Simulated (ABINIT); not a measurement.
# Ge (I4/mmm) in ABINIT: further runs

Aim: see how the results for Ge move with the level of theory and the settings. Levels: SCAN, revPBE, PW91, WC. Tasks: single point.

All numbers are computed with ABINIT 10.8.3 (patched build); they aren't measurements. Logs are shortened: lines on timing, memory, paths and dates and some standing lists are left out, and cuts for length are marked. The log counts tension as positive stress, the text compression.

### 1 Starting point

Symmetry: I4/mmm, No. 139, tetragonal system. The conventional cell has a = 3.217 Å, b = 3.217 Å, c = 3.746 Å, α = 90.00°, β = 90.00°, γ = 90.00°. Around Ge (site symmetry 4/mmm) lie 12 Ge at 2.95 to 3.22 Å.

The cell was built by a generator and needn't be a form met in nature.

### 2 Single point, SCAN

Contents of run.abi:

```
# Pseudopotentials
pp_dirpath "./"
pseudos "Ge.GGA_PBE-JTH.xml"

# Structure
acell 5.5683893446 5.5683893446 5.5683893446
rprim
    -0.5458442478     0.5458442478     0.6356949852
     0.5458442478    -0.5458442478     0.6356949852
     0.5458442478     0.5458442478    -0.6356949852
ntypat 1
znucl 32
natom 1
typat 1
xred
     0.5000000000     0.5000000000     0.0000000000

# Plane-wave basis
ecut 707.496042 eV
pawecutdg 48.0

# k points
kptopt 1
ngkpt 12 12 12
nshiftk 1
shiftk 0.0 0.0 0.0

# Exchange and correlation
ixc -263267
usekden 1
pawxcdev 0

# Bands and occupations
nband 11
occopt 3
tsmear 0.05 eV

# SCF cycle
nstep 100
tolvrs 1.0e-7

# Output
iomode 3
prtwf 0
prtden 0
prteig 0
prtebands 0
enunit 2
```

Potentials or basis: JTH PAW PBE v2.0.

Launch:

```
$ abinit run.abi > log 2>&1
```

run.abo:

```text
.Version 10.8.3 of ABINIT
 Symmetries : space group I4/m m m (#139); Bravais tI (body-center tetrag.)
================================================================================
 Values of the parameters that define the memory need of the present run
     intxc =       0    ionmov =       0      iscf =      17    lmnmax =      18
     lnmax =       6     mgfft =      27  mpssoang =       3    mqgrid =    3001
     natom =       1  nloc_mem =       2    nspden =       1   nspinor =       1
    nsppol =       1      nsym =      16    n1xccc =       1    ntypat =       1
    occopt =       3   xclevel =       2
       mpw =         840          nfft =       19683          nkpt =         163
 PAW method is used; the additional fine FFT grid is defined by:
   mgfftf=        36    nfftf =     46656
================================================================================
================================================================================

--------------------------------------------------------------------------------
------------- Echo of variables that govern the present computation ------------
--------------------------------------------------------------------------------
 -outvars: echo values of preprocessed input variables --------
            acell      5.5683893446E+00  5.5683893446E+00  5.5683893446E+00 Bohr
              amu      7.26100000E+01
             ecut      2.60000000E+01 Hartree
           enunit           2
                       outvar_i_n : Printing only first  50 k-points.
              ixc     -263267
                       outvar_i_n : Printing only first  50 k-points.
         kptrlatt       12    0    0      0   12    0      0    0   12
          kptrlen      6.68206721E+01
            natom           1
            nband          11
            ngfft          27      27      27
          ngfftdg          36      36      36
             nkpt         163
            nstep         100
             nsym          16
           ntypat           1
                       prtocc : prtvol=0, do not print more k-points.
           occopt           3
        pawecutdg      4.80000000E+01 Hartree
         pawxcdev           0
           prtden           0
        prtebands           0
           prteig           0
          prtkden           1
            prtwf           0
            rprim     -5.4584424780E-01  5.4584424780E-01  6.3569498520E-01
                       5.4584424780E-01 -5.4584424780E-01  6.3569498520E-01
                       5.4584424780E-01  5.4584424780E-01 -6.3569498520E-01
          spgroup         139
           tolvrs      1.00000000E-07
           tsmear      1.83746611E-03 Hartree
            typat      1
          usekden           1
           useylm           1
                       outvars : Printing only first  50 k-points.
           xangst      2.7037020567E-17 -8.5825774837E-17  1.8731799987E+00
            xcart      5.1092564133E-17 -1.6218720899E-16  3.5397971820E+00
             xred      5.0000000000E-01  5.0000000000E-01 -1.8275311894E-17
            znucl       32.00000

================================================================================

[... 118 lines left out ...]

 cartesian coordinates (angstrom) at end:
    1      0.00000000000000    -0.00000000000000     1.87317999866404

 cartesian forces (hartree/bohr) at end:
    1     -0.00000000000000    -0.00000000000000    -0.00000000000000
 frms,max,avg= 0.0000000E+00 0.0000000E+00   0.000E+00  0.000E+00  0.000E+00 h/b

 cartesian forces (eV/Angstrom) at end:
    1     -0.00000000000000    -0.00000000000000    -0.00000000000000
 frms,max,avg= 0.0000000E+00 0.0000000E+00   0.000E+00  0.000E+00  0.000E+00 e/A
 length scales=  5.568389344600  5.568389344600  5.568389344600 bohr
              =  2.946664740598  2.946664740598  2.946664740598 angstroms
 Fermi (or HOMO) energy (hartree) =   0.31740   Average Vxc (hartree)=  -0.41702
 Eigenvalues (hartree) for nkpt= 163  k points:
 kpt#   1, nband= 11, wtk=  0.00058, kpt=  0.0000  0.0000  0.0000 (reduced coord)
  -0.61722   -0.61722   -0.61626   -0.61488   -0.61357   -0.18838    0.64502    0.65556
   0.65556    0.85244    0.85244
      occupation numbers for kpt#   1
   2.00000    2.00000    2.00000    2.00000    2.00000    2.00000    0.00000    0.00000
   0.00000    0.00000    0.00000
 prteigrs : prtvol=0 or 1, do not print more k-points.

 Fermi (or HOMO) energy (eV) =   8.63697   Average Vxc (eV)= -11.34756
 Eigenvalues (   eV  ) for nkpt= 163  k points:
 kpt#   1, nband= 11, wtk=  0.00058, kpt=  0.0000  0.0000  0.0000 (reduced coord)
 -16.79548  -16.79548  -16.76935  -16.73173  -16.69605   -5.12609   17.55200   17.83873
  17.83873   23.19616   23.19617
 prteigrs : prtvol=0 or 1, do not print more k-points.

--- !EnergyTerms
iteration_state     : {dtset: 1, }
comment             : Components of total free energy in Hartree
kinetic             :  6.40370766589780E+00
hartree             :  1.72395016825085E+01
xc                  : -2.17207355419664E+00
Ewald energy        : -5.57548746077567E+01
psp_core            :  2.16869942936470E+00
local_psp           : -6.11457426311922E+01
PAW spherical_terms :  4.58238309928497E+00
internal            : -8.86783989160896E+01
'-kT*entropy'       : -1.41674502748464E-04
total_energy        : -8.86785405905923E+01
total_energy_eV     : -2.41306601974051E+03
...

--- !EnergyTermsDC
iteration_state     : {dtset: 1, }
comment             : '"Double-counting" decomposition of free energy'
band_energy         : -5.71665284501530E+00
Ewald energy        : -5.57548746077567E+01
psp_core            :  2.16869942936470E+00
xc_dc               : -1.64815590831470E+01
PAW spherical_terms : -1.28941188217600E+01
internal            : -8.86785059283143E+01
'-kT*entropy'       : -1.41674502748464E-04
total_energy_dc     : -8.86786476028171E+01
total_energy_dc_eV  : -2.41306893169149E+03
...

--- !EnergyTermsWithPAWCore
iteration_state     : {dtset: 1, }
comment             : 'Components of total free energy, including PAW core contributions'
Total energy        : -2.09946809934427E+03
Total energy DC     : -2.09946820635649E+03
Total energy (eV)   : -5.71294373623724E+04
Total energy DC (eV): -5.71294402743234E+04
...

 Cartesian components of stress tensor (hartree/bohr^3)
  sigma(1 1)=  8.61559813E-05  sigma(3 2)=  0.00000000E+00
  sigma(2 2)=  8.61559813E-05  sigma(3 1)=  0.00000000E+00
  sigma(3 3)=  6.94164837E-05  sigma(2 1)=  0.00000000E+00

-Cartesian components of stress tensor (GPa)         [Pressure= -2.3706E+00 GPa]
- sigma(1 1)=  2.53479648E+00  sigma(3 2)=  0.00000000E+00
- sigma(2 2)=  2.53479648E+00  sigma(3 1)=  0.00000000E+00
- sigma(3 3)=  2.04230346E+00  sigma(2 1)=  0.00000000E+00

== END DATASET(S) ==============================================================
================================================================================

 -outvars: echo values of variables after computation  --------
            acell      5.5683893446E+00  5.5683893446E+00  5.5683893446E+00 Bohr
           etotal     -8.8678647603E+01
            fcart     -0.0000000000E+00 -0.0000000000E+00 -0.0000000000E+00
            rprim     -5.4584424780E-01  5.4584424780E-01  6.3569498520E-01
                       5.4584424780E-01 -5.4584424780E-01  6.3569498520E-01
                       5.4584424780E-01  5.4584424780E-01 -6.3569498520E-01
           strten      8.6155981341E-05  8.6155981341E-05  6.9416483745E-05
                       0.0000000000E+00  0.0000000000E+00  0.0000000000E+00
           xangst      2.7037020567E-17 -8.5825774837E-17  1.8731799987E+00
             xred      5.0000000000E-01  5.0000000000E-01 -1.8275311894E-17
 Calculation completed.
```

Run time: 2.6 min. Hardware: 1 thread of Arm Neoverse V1, shared host; peak memory 0.16 GiB.

What came out:

```
Free energy                                           : -2413.0689 eV
Pressure                                              : -2.4 GPa
Band gap on the k mesh                                : none (metal or under the smearing width)
Valence electrons inside the program's atomic spheres : Ge 12.16 (radii [1.2196] Å)
```

Levels at points of the mesh, in eV from the Fermi level:
| k point | band 5 | band 6 | band 7 | band 8 | band 9 | band 10 |
| --- | --- | --- | --- | --- | --- | --- |
| (0.00, 0.00, 0.00) | -25.33 | -13.76 | 8.92 | 9.20 | 9.20 | 14.56 |
| (0.50, 0.00, 0.00) | -25.30 | -8.22 | -5.71 | 5.23 | 7.69 | 10.92 |
| (0.50, 0.50, 0.00) | -25.29 | -7.05 | -5.20 | 3.21 | 4.84 | 8.29 |
| (0.50, 0.50, 0.50) | -25.30 | -3.75 | -2.70 | 0.66 | 0.66 | 4.97 |

Caveat: totals of a meta-GGA on PAW files have another zero than those of a GGA; the PAW data sets were made with another functional, which shifts forces and pressure a little.

### 3 Single point, revPBE

Edit run.abi of step 2 so:

```diff
@@ -20,2 +20,3 @@
 pawecutdg 48.0
+pawxcdev 0
 
@@ -28,5 +29,3 @@
 # Exchange and correlation
-ixc -263267
-usekden 1
-pawxcdev 0
+ixc 14
 
@@ -39,3 +38,3 @@
 nstep 100
-tolvrs 1.0e-7
+tolvrs 1.0e-9
```

Potentials or basis: JTH PAW PBE v2.0.

Launch:

```
$ abinit run.abi > log 2>&1
```

Run time: 42 s. Hardware: 1 thread of Arm Neoverse V1, shared host; peak memory 0.15 GiB.

Results (log left out):

```yaml
Free_energy: -2599.0069 eV
Pressure: 2.0 GPa
Band_gap_on_the_k_mesh: none (metal or under the smearing width)
Valence_electrons_inside_the_program's_atomic_spheres: Ge 12.14 (radii [1.2196] Å)
```

Stress tensor (GPa, compression positive):
```
1.81 0.00 0.00
0.00 1.81 0.00
0.00 0.00 2.41
```

Levels at points of the mesh, in eV from the Fermi level:
```tsv
k point	band 4	band 5	band 6	band 7	band 8	band 9	band 10	band 11
(0.00, 0.00, 0.00)	-24.80	-24.76	-13.04	8.53	8.83	8.83	13.77	13.77
(0.50, 0.00, 0.00)	-24.76	-24.73	-7.79	-5.42	5.04	7.27	10.23	10.63
(0.50, 0.50, 0.00)	-24.75	-24.71	-6.72	-4.88	3.09	4.57	7.67	7.81
(0.50, 0.50, 0.50)	-24.72	-24.72	-3.58	-2.50	0.68	0.68	4.42	5.20
```

Caveat: the PAW data sets were made with another functional, which shifts forces and pressure a little.

### 4 Single point, PW91

Edit run.abi of step 3 so:

```diff
@@ -29,3 +29,3 @@
 # Exchange and correlation
-ixc 14
+ixc -109134
```

Launch:

```
$ abinit run.abi > log 2>&1
```

It took 44 s on 1 thread of Arm Neoverse V1, shared host; peak memory 0.15 GiB.

The run converged. Its results:

```
Free energy                                           : -2603.2020 eV
Pressure                                              : 1.2 GPa
Band gap on the k mesh                                : none (metal or under the smearing width)
Valence electrons inside the program's atomic spheres : Ge 12.16 (radii [1.2196] Å)
```

Stress tensor (GPa, compression positive):
```
1.02 0.00 0.00
0.00 1.02 0.00
0.00 0.00 1.69
```

Levels at points of the mesh, in eV from the Fermi level:
```
           k point  band 5  band 6  band 7  band 8  band 9  band 10
(0.00, 0.00, 0.00)  -24.78  -13.04    8.45    8.74    8.74    13.83
(0.50, 0.00, 0.00)  -24.75   -7.84   -5.37    4.99    7.23    10.29
(0.50, 0.50, 0.00)  -24.74   -6.78   -4.84    3.06    4.56     7.74
(0.50, 0.50, 0.50)  -24.75   -3.68   -2.48    0.68    0.68     4.53
```

Caveat: the PAW data sets were made with another functional, which shifts forces and pressure a little.

### 5 Single point, WC

Edit run.abi of step 4 so:

```diff
@@ -29,3 +29,3 @@
 # Exchange and correlation
-ixc -109134
+ixc 23
```

Launch:

```
$ abinit run.abi > log 2>&1
```

Wall time 42 s (1 thread of Arm Neoverse V1, shared host); peak memory 0.15 GiB.

It converged, with:

```yaml
Free_energy: -2601.9382 eV
Pressure: -2.1 GPa
Band_gap_on_the_k_mesh: none (metal or under the smearing width)
Valence_electrons_inside_the_program's_atomic_spheres: Ge 12.16 (radii [1.2196] Å)
```

Stress tensor (GPa, compression positive):
```
-2.28  0.00  0.00
 0.00 -2.28  0.00
 0.00  0.00 -1.60
```

Levels at points of the mesh, in eV from the Fermi level:
```
           k point  band 5  band 6  band 7  band 8  band 9  band 10
(0.00, 0.00, 0.00)  -24.67  -13.04    8.47    8.76    8.76    13.84
(0.50, 0.00, 0.00)  -24.64   -7.82   -5.39    5.01    7.24    10.27
(0.50, 0.50, 0.00)  -24.63   -6.76   -4.85    3.07    4.56     7.70
(0.50, 0.50, 0.50)  -24.64   -3.66   -2.48    0.68    0.68     4.48
```

Caveat: the PAW data sets were made with another functional, which shifts forces and pressure a little.

### 6 Summary

| level | gap on the mesh (eV) | pressure (GPa) |
| --- | --- | --- |
| SCAN | none | -2.4 |
| revPBE | none | 2.0 |
| PW91 | none | 1.2 |
| WC | none | -2.1 |

Alike in all rows: task single point; potentials or basis JTH PAW PBE v2.0; no spin polarisation; cell as given; k mesh 12 × 12 × 12; cutoff (eV) 707; smearing fermi-dirac 0.05 eV.

Every run on the cell as given and a fine mesh finds a metal. The pressure there spans -2.4 GPa (SCAN) to 2.0 GPa (revPBE); a positive pressure means that this level wants a larger cell, a negative one a smaller.

Caveats: the PAW data sets were made with another functional, which shifts forces and pressure a little; totals of a meta-GGA on PAW files have another zero than those of a GGA (some runs).

Absolute energies hang on the potentials; compare differences alone.
